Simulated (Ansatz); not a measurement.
**RbBr — core-level photoemission**

Cell: a computed structure from the Materials Project (it need not be an observed phase), atoms as given, repeated to a supercell; a hole's nearest image is 9.8 Å away.

Space group Fm-3m (No. 225); a = 6.9119 Å.

| site | Wyckoff | site symmetry | x | y | z |
| --- | --- | --- | --- | --- | --- |
| Rb1 | 4a | m-3m | 0.0000 | 0.0000 | 0.0000 |
| Br9 | 4b | m-3m | 0.5000 | 0.5000 | 0.5000 |

One atom of each set is listed; the run and its k-mesh use a cell of 16 atoms with edges of 9.77, 9.77, 9.77 Å.

Method: Kohn–Sham DFT in Ansatz, PBE, plane waves and PAW, scalar-relativistic, 420 eV cutoff, Γ-centred 3×3×3 k-points, fixed occupations.

Each value is a total-energy difference between the cell with one core hole and the ground state (ΔSCF), counted from the top of the valence band. The cell with the hole is spin-polarised, as the shell with the hole is left with one unpaired spin. The periodic images are corrected with the calculated ε∞ = 2.52.

(1) What binding energies does the calculation give for Rb 3d, Br 3d?

The program doubts some values: the cell is too small to check the potential alignment. Absolute PBE values can be off by an eV or more, and the 3d and 4f lines of heavy atoms by several eV. Multiplets, satellites and widths aren't calculated.

Results:

(1) 

```tsv
line	atom	first shell	E_B (eV)	j = l + ½ / j = l − ½ (eV)
Rb 3d	1	6 Br at 3.46 Å	107.9	107.3 / 108.7
Br 3d	9	6 Rb at 3.46 Å	66.8	66.4 / 67.5
```

For p, d and f shells E_B is the weighted mean of the two lines, whose splitting comes from the free atom's Dirac orbitals.
